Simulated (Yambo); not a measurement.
# SiC (Moissanite 3C) (F-43m) in Yambo: notebook

Runs on SiC (Moissanite 3C). Level: PBE. Tasks: G0W0 quasiparticle levels, optical spectrum, optical spectrum by the Bethe-Salpeter equation.

Everything below comes from runs of Yambo 5.3.0. Logs are shortened: lines on timing, memory, paths and dates and some standing lists are left out, and cuts for length are marked.

**The experiment to reproduce.**

“Insight into the structural, elastic and electronic properties of a new orthorhombic 6O-SiC polytype”, 2020, pmc:7200658 quotes, for a bulk crystal of SiC: band gap 2.4 eV (indirect).

How close the calculation comes is told below.

### Step 1. Starting point

It takes space group F-43m (No. 216, cubic). Conventional cell: a = 4.358 Å, b = 4.358 Å, c = 4.358 Å, α = 90.00°, β = 90.00°, γ = 90.00°. Si (site symmetry -43m) is surrounded by 4 C at 1.89 Å. C (site symmetry -43m) has 4 Si at 1.89 Å as nearest neighbours.

### Step 2. G0W0 quasiparticle levels, PBE

Contents of g0w00.in:

```
gw0
dyson
el_el_corr
rim_cut
HF_and_locXC
ppa
em1d
RandQpts= 1000000
RandGvec= 50 RL
EXXRLvcs= 82 Ry
VXCRLvcs= 82 Ry
Chimod= "HARTREE"
% BndsRnXp
 1 | 124 |
%
NGsBlkXp= 12 Ry
% LongDrXp
 1 | 1 | 1 |
%
PPAPntXp= 27.21138 eV
% GbndRnge
 1 | 124 |
%
GTermKind= "BG"
DysSolver= "n"
ExtendOut
% QPkrange
 1 | 1 | 3 | 6 |
 13 | 13 | 3 | 6 |
%
```

Contents of scf.in:

```
&CONTROL
  calculation = 'scf'
  prefix = 'pwscf'
  outdir = './tmp'
  pseudo_dir = './pseudo'
/
&SYSTEM
  ibrav = 0
  nat = 2
  ntyp = 2
  ecutwfc = 82
  nbnd = 9
  occupations = 'smearing'
  smearing = 'fd'
  degauss = 0.00367493
  force_symmorphic = .true.
/
&ELECTRONS
  conv_thr = 4d-10
  electron_maxstep = 120
  mixing_beta = 0.5
/
ATOMIC_SPECIES
Si    28.0850 Si.upf
C     12.0110 C.upf
CELL_PARAMETERS angstrom
   0.0000000000    2.1790000000    2.1790000000
   2.1790000000    0.0000000000    2.1790000000
   2.1790000000    2.1790000000    0.0000000000
ATOMIC_POSITIONS crystal
Si     0.0000000000    0.0000000000    0.0000000000
C      0.7500000000    0.7500000000    0.7500000000
K_POINTS automatic
10 10 10 0 0 0
```

Contents of nscf.in:

```
&CONTROL
  calculation = 'nscf'
  prefix = 'pwscf'
  outdir = './tmp'
  pseudo_dir = './pseudo'
/
&SYSTEM
  ibrav = 0
  nat = 2
  ntyp = 2
  ecutwfc = 82
  nbnd = 124
  occupations = 'fixed'
  force_symmorphic = .true.
/
&ELECTRONS
  conv_thr = 1d-08
  diago_full_acc = .true.
  diago_thr_init = 1d-06
/
ATOMIC_SPECIES
Si    28.0850 Si.upf
C     12.0110 C.upf
CELL_PARAMETERS angstrom
   0.0000000000    2.1790000000    2.1790000000
   2.1790000000    0.0000000000    2.1790000000
   2.1790000000    2.1790000000    0.0000000000
ATOMIC_POSITIONS crystal
Si     0.0000000000    0.0000000000    0.0000000000
C      0.7500000000    0.7500000000    0.7500000000
K_POINTS automatic
6 6 6 0 0 0
```

Potentials or basis: PseudoDojo 0.4.1 SR PBE standard.

On the command line:

```sh
OMP_NUM_THREADS=1 pw.x -in scf.in > scf.out
OMP_NUM_THREADS=1 pw.x -in nscf.in > nscf.out
cd tmp/pwscf.save; p2y; mv SAVE ../..; cd ../..
OMP_NUM_THREADS=1 yambo
OMP_NUM_THREADS=1 yambo -F g0w00.in -J g0w00 -C g0w00_out
```

Yambo's report:

```text
[... sections 02.01 to 02.04 as in the set-up run ...]

  [02.05] Energies & Occupations
  ==============================

  [X] === General ===
  [X] Electronic Temperature                        :  0.000000  0.000000 [eV K]
  [X] Bosonic    Temperature                        :  0.000000  0.000000 [eV K]
  [X] Finite Temperature mode                       : no
  [X] El. density                                   :  0.38662E+24 [cm-3]
  [X] Fermi Level                                   :  9.494465 [eV]

  [X] === Gaps and Widths ===
  [X] Conduction Band Min                           :  1.362759 [eV]
  [X] Valence Band Max                              :  0.000000 [eV]
  [X] Filled Bands                                  :   4
  [X] Empty Bands                                   :    5  124
  [X] Direct Gap                                    :  4.553490 [eV]
  [X] Direct Gap localized at k                     :  13
  [X] Indirect Gap                                  :  1.362759 [eV]
  [X] Indirect Gap between kpts                     :   1  13
  [X] Last valence band width                       :  4.385309 [eV]
  [X] 1st conduction band width                     :  5.669900 [eV]

 [03] Transferred momenta grid and indexing
 ==========================================

 IBZ Q-points                                      :  16
 BZ  Q-points                                      :  216

 K/Q-points units:
 rlu = crystal or reduced units; cc = cartesian coordinates; iku = interal k-units

 Q [ 1]         [rlu]:  0.000000  0.000000  0.000000
 Q [ 2]         [rlu]:  0.16734E-16  0.16734E-16  0.16667
 Q [ 3]         [rlu]:  0.33468E-16  0.33468E-16  0.33333
 Q [ 4]         [rlu]:  0.17304E-16  0.17304E-16 -0.50000
 Q [ 5]         [rlu]:  0.19763E-16  0.16667      0.16667
 Q [ 6]         [rlu]:  0.28560E-17  0.16667      0.33333
 Q [ 7]         [rlu]: -0.47957E-17  0.16667      0.50000
 Q [ 8]         [rlu]: -0.19076E-16  0.16667     -0.33333
 Q [ 9]         [rlu]: -0.57120E-17  0.16667     -0.16667
 Q [10]         [rlu]:  0.31459E-17  0.33333      0.33333
 Q [11]         [rlu]:  0.39235E-16  0.33333      0.50000
 Q [12]         [rlu]:  0.78583E-16  0.33333     -0.33333
 Q [13]         [rlu]: -0.47188E-17 -0.50000     -0.50000
 Q [14]         [rlu]:  0.166667  0.333333  0.500000
 Q [15]         [rlu]:  0.166667  0.333333 -0.333333
 Q [16]         [rlu]:  0.166667 -0.500000 -0.333333

 [04] Coloumb potential Random Integration (RIM)
 ===============================================

  [04.01] RIM initialization
  ==========================

  * Diagonal components only detected *

  8 x (sBL volume)        :  0.065793 [a.u.]
  sBZ random points       :  1000000
  Points outside the sBZ  :   7968281
  RL volume               :  1.776402 [a.u.]
  Integrated volume       :  1.783474 [a.u.]

  [04.02] RIM integrals
  =====================

  Gamma point sphere radius             :  0.073228 [a.u.]
  Points outside the sphere             :   800476
  [Int_sBZ(q=0) 1/q^2]*(Vol_sBZ)^(-1/3) =:  7.776341
                                 should be <:  7.795600
  [WR./g0w00//ndb.RIM]------------------------------------------------------------
   Brillouin Zone Q/K grids (IBZ/BZ)                :   16  216   16  216
   Coulomb cutoff potential                         : none
   Coulombian RL components                         :   51
   Coulombian diagonal components                   : yes
   RIM random points                                :  1000000
   RIM  RL volume             [a.u.]                :  1.783474
   Real RL volume             [a.u.]                :  1.776402
   Eps^-1 reference component                       : 0
   Eps^-1 components                                :  0.000000  0.000000  0.000000
   RIM anysotropy factor                            :  0.000000

  Summary of Coulomb integrals for non-metallic bands |Q|[au] RIM/Bare

  Q [1] 0.100000E-4 0.997530 * Q [2] 0.220244 1.068480
  Q [5] 0.254315 1.066792 * Q [9] 0.359656 1.029814
  Q [6] 0.421734 1.022655 * Q [3] 0.440487 1.020326
  Q [10] 0.508631 1.016896 * Q [8] 0.554267 1.014579
  Q [14] 0.568666 1.014068 * Q [7] 0.622943 1.012146
  Q [11] 0.660731 1.011334 * Q [4] 0.660731 1.011454
  Q [12] 0.719312 1.010226 * Q [15] 0.752275 1.009797
  Q [13] 0.762946 1.009889 * Q [16] 0.804216 1.009311

 [05] Dipoles
 ============

  [05.01] Setup: observables and procedures
  =========================================

[... 45 lines left out ...]
  X Optical Averaged directions                    : none
 [X-CG] R(p) Tot o/o(of R):    5927  103680     100
 [WR./g0w00//ndb.pp_fragment_1]--------------------------------------------------
  PPA Im  energy                                   :  27.21138 eV
 [X-CG] R(p) Tot o/o(of R):   21119  103680     100
 [WR./g0w00//ndb.pp_fragment_2]--------------------------------------------------
  PPA Im  energy                                   :  27.21138 eV
 [X-CG] R(p) Tot o/o(of R):   20212  103680     100
 [X-CG] R(p) Tot o/o(of R):   11569  103680     100
 [X-CG] R(p) Tot o/o(of R):   18520  103680     100
 [X-CG] R(p) Tot o/o(of R):   32040  103680     100
 [X-CG] R(p) Tot o/o(of R):   29948  103680     100
 [X-CG] R(p) Tot o/o(of R):   28417  103680     100
 [X-CG] R(p) Tot o/o(of R):   26058  103680     100
 [X-CG] R(p) Tot o/o(of R):   18066  103680     100
 [X-CG] R(p) Tot o/o(of R):   29883  103680     100
 [X-CG] R(p) Tot o/o(of R):   24718  103680     100
 [X-CG] R(p) Tot o/o(of R):   11226  103680     100
 [X-CG] R(p) Tot o/o(of R):   32033  103680     100
 [X-CG] R(p) Tot o/o(of R):   31301  103680     100
 [X-CG] R(p) Tot o/o(of R):   25269  103680     100

 [07] Local Exchange-Correlation + Non-Local Fock
 ================================================

 [VXC] Plane waves :  1837
 [EXS] Plane waves :  1837

 QP @ state[ 1 ] K range:  1  1
 QP @ state[ 1 ] b range:   3   6
 QP @ state[ 2 ] K range:  13  13
 QP @ state[ 2 ] b range:   3   6

 [xc] Functional : Perdew, Burke & Ernzerhof(X)+Perdew, Burke & Ernzerhof(C)
 [xc] LIBXC used to calculate xc functional
  PP Number of Atomic Species                      :  2
  NLCC RL compoments                               :  14067
  PP Number of Atomic Species                      :  2
  NLCC RL compoments                               :  14067
 [WR./g0w00//ndb.HF_and_locXC]---------------------------------------------------
  Brillouin Zone Q/K grids (IBZ/BZ)                :   16  216   16  216
  RL vectors                                       :  2397 [WF]
  Fragmentation                                    : no
  Electronic Temperature                           :  0.000000 [K]
  Bosonic    Temperature                           :  0.000000 [K]
  Green`s function   wavefunctions                 : Perdew, Burke & Ernzerhof(X)+Perdew, Burke & Ernzerhof(C)
  Total number of QP states                        :   8
  Exchange RL vectors                              :  1837
  Exchange summation bands                         :   4
  RIM RL components                                :   51
  RIM random points                                :  1000000

 [xc] E_xc :  -3.047378 [Ha]
      E_xc :  -6.094757 [Ry]

  Local XC kind (lXC) : Perdew, Burke & Ernzerhof(X)+Perdew, Burke & Ernzerhof(C)
  Non-Local XC kind (nlXC) : Hartree-Fock

  Corrections @ K [1] :  [eV]
 <3|nlXC|3> = -17.55523 -0.23535E-17 <3|lXC|3> = -14.92561  0.94391E-16
 <4|nlXC|4> = -17.55524  0.14585E-16 <4|lXC|4> = -14.92561 -0.47208E-16
 <5|nlXC|5> = -7.618914  0.55544E-17 <5|lXC|5> = -13.21382  0.18884E-15
 <6|nlXC|6> = -5.893413 -0.26526E-17 <6|lXC|6> = -11.32604  0.37759E-15

  Corrections @ K [13] :  [eV]
 <3|nlXC|3> = -17.43082 -0.10794E-17 <3|lXC|3> = -13.56476  0.14161E-15
 <4|nlXC|4> = -17.43081 -0.42214E-17 <4|lXC|4> = -13.56476  0.61317E-21
 <5|nlXC|5> = -6.460356  0.13260E-17 <5|lXC|5> = -10.50431  0.23602E-16
 <6|nlXC|6> = -6.034121  0.10688E-17 <6|lXC|6> = -10.76837 -0.47170E-16

 [08] Dyson equation: Newton solver
 ==================================

 [WARNING] Response block size in GW reduced to 137     RL (6985    mHa)

  [08.01] G0W0 (W PPA)
  ====================

  [  GW  ] Bands range     :    1  124
  [GW/PPA] G damping       :  0.100000 [eV]

  QP @ state[ 1 ] K range:  1  1
  QP @ state[ 1 ] b range:   3   6
  QP @ state[ 2 ] K range:  13  13
  QP @ state[ 2 ] b range:   3   6
[... 51 lines left out ...]
   :: Time ordering fails/rest    :  0.499706
   :: Mean rel dev of PP cond     :  0.183261
   Current Q-pt index             :  14
   :: PP condition fails/total    :  0.190527
   :: Time ordering fails/rest    :  0.499638
   :: Mean rel dev of PP cond     :  0.190510
   Current Q-pt index             :  15
   :: PP condition fails/total    :  0.186797
   :: Time ordering fails/rest    :  0.500098
   :: Mean rel dev of PP cond     :  0.186780
   Current Q-pt index             :  16
   :: PP condition fails/total    :  0.184773
   :: Time ordering fails/rest    :  0.500294
   :: Mean rel dev of PP cond     :  0.184755

  [08.02] QP properties and I/O
  =============================

  Legend (energies in eV)
  - B  : Band       - Eo  : bare energy
  - E  : QP energy  - Z   : Renormalization factor
  - So : Sc(Eo)     - S   : Sc(E)
  - dSp: Sc derivative precision

  - lXC: Local XC (Perdew, Burke & Ernzerhof(X)+Perdew, Burke & Ernzerhof(C))
  -nlXC: non-Local XC (Hartree-Fock)

  QP [eV] @ K [1] (iku):  0.000000  0.000000  0.000000
   B=3 Eo= -0.00 E= -0.72 E-Eo= -0.72 Re(Z)=0.80 Im(Z)=-0.112026E-2 nlXC= -17.5552 lXC= -14.9256 So=  1.72753
   B=4 Eo=  0.00 E= -0.72 E-Eo= -0.72 Re(Z)=0.80 Im(Z)=-0.112026E-2 nlXC= -17.5552 lXC= -14.9256 So=  1.71987
   B=5 Eo=  6.22 E=  6.45 E-Eo=  0.23 Re(Z)=0.79 Im(Z)=-0.123545E-2 nlXC= -7.61891 lXC= -13.2138 So= -5.30479
   B=6 Eo=  7.31 E=  7.53 E-Eo=  0.22 Re(Z)=0.81 Im(Z)=-0.113848E-2 nlXC= -5.89341 lXC= -11.3260 So= -5.16154

  QP [eV] @ K [13] (iku): -0.500000  0.000000  0.000000
   B=3 Eo= -3.19 E= -4.20 E-Eo= -1.01 Re(Z)=0.79 Im(Z)=-0.122905E-2 nlXC= -17.4308 lXC= -13.5648 So=  2.58445
   B=4 Eo= -3.19 E= -4.20 E-Eo= -1.01 Re(Z)=0.79 Im(Z)=-0.122624E-2 nlXC= -17.4308 lXC= -13.5648 So=  2.58021
   B=5 Eo=  1.36 E=  1.43 E-Eo=  0.06 Re(Z)=0.82 Im(Z)=-0.102070E-2 nlXC= -6.46036 lXC= -10.5043 So= -3.96510
   B=6 Eo=  4.33 E=  4.57 E-Eo=  0.24 Re(Z)=0.82 Im(Z)=-0.100892E-2 nlXC= -6.03412 lXC= -10.7684 So= -4.44345

  [WR./g0w00//ndb.QP]-------------------------------------------------------------
   Lattice constants                                :  4.117713  4.117713  4.117713
   Coulomb cutoff potential                         : none
   Electronic Temperature                           :  0.000000 [K]
   Bosonic    Temperature                           :  0.000000 [K]
   Green`s function   energies                      : Perdew, Burke & Ernzerhof(X)+Perdew, Burke & Ernzerhof(C)
   wavefunctions                                    : Perdew, Burke & Ernzerhof(X)+Perdew, Burke & Ernzerhof(C)
   PPA    diel. fun.  energies                      : Perdew, Burke & Ernzerhof(X)+Perdew, Burke & Ernzerhof(C)
   wavefunctions                                    : Perdew, Burke & Ernzerhof(X)+Perdew, Burke & Ernzerhof(C)
   QP tot states                                    :   8
   GW solver                                        : Newton
   GW approximation                                 : PPA
   PPA imaginary Energy                             :  27.21138 ev
   RIM G`s                                          :   51
   RIM random pts                                   :  1000000
   dS/dw steps                                      :  2
   dS/dw step                                       :  0.100000 ev
   X G`s                                            :  137 used
   X G`s                                            :  137 disk
   X bands                                          :    1  124
   X poles                                          :  100.0000 o/o
   X e/h E range                                    : -1.000000 -1.000000 ev
   X Hxc Kernel                                     : HARTREE
   X BZ energy Double Grid                          : no
   X Optical Averaged directions                    : none
   Sc/G bands                                       :    1  124
   Sc/G damping                                     :  0.100000 ev
   Sc bands terminator                              : yes
   Sc terminator kind                               : BG
   Sc Terminator pole                               :  40.81708
   Sx RL components                                 :  1837

   QP @ state[ 1 ] K range                          :  1  1
   QP @ state[ 1 ] b range                          :   3   6
   QP @ state[ 2 ] K range                          :  13  13
   QP @ state[ 2 ] b range                          :   3   6
   GF energies kind                                 : Perdew, Burke & Ernzerhof(X)+Perdew, Burke & Ernzerhof(C)
   GF WF`s kind                                     : Perdew, Burke & Ernzerhof(X)+Perdew, Burke & Ernzerhof(C)
   Xs energies kind                                 : Perdew, Burke & Ernzerhof(X)+Perdew, Burke & Ernzerhof(C)
   Xs WF`s kind                                     : Perdew, Burke & Ernzerhof(X)+Perdew, Burke & Ernzerhof(C)
```

Wall time 6.4 min (1 thread of Arm Neoverse V2, shared host); peak memory 0.48 GiB.

Results:

| Item | Value |
| --- | --- |
| Band gap on the k mesh, mean-field level | 1.36 eV, indirect (least direct gap 4.55 eV) |
| Quasiparticle gap | 2.15 eV |
| Least direct quasiparticle gap | 5.63 eV |
| Quasiparticle gap at Γ | 7.17 eV |
| Band gap of the same states before the correction | 1.36 eV |

Quasiparticle terms (eV):
| k point | band | Kohn-Sham level | Vxc | Σx | Σc | Z | result |
| --- | --- | --- | --- | --- | --- | --- | --- |
| (0.000, 0.000, 0.000) | 3 | 0.00 | -14.93 | -17.56 | 1.73 | 0.80 | -0.72 |
| (0.000, 0.000, 0.000) | 4 | 0.00 | -14.93 | -17.56 | 1.72 | 0.80 | -0.72 |
| (0.000, 0.000, 0.000) | 5 | 6.22 | -13.21 | -7.62 | -5.30 | 0.79 | 6.45 |
| (0.000, 0.000, 0.000) | 6 | 7.31 | -11.33 | -5.89 | -5.16 | 0.81 | 7.53 |
| (0.000, -0.500, -0.500) | 3 | -3.19 | -13.56 | -17.43 | 2.58 | 0.79 | -4.20 |
| (0.000, -0.500, -0.500) | 4 | -3.19 | -13.56 | -17.43 | 2.58 | 0.79 | -4.20 |
| (0.000, -0.500, -0.500) | 5 | 1.36 | -10.50 | -6.46 | -3.97 | 0.82 | 1.43 |
| (0.000, -0.500, -0.500) | 6 | 4.33 | -10.77 | -6.03 | -4.44 | 0.82 | 4.57 |

Caveat: this version prints the column dSc/dw multiplied by 27.2; the terminator is approximate in this version, by hundredths of an eV.

(Continued in part 2 of 3.)
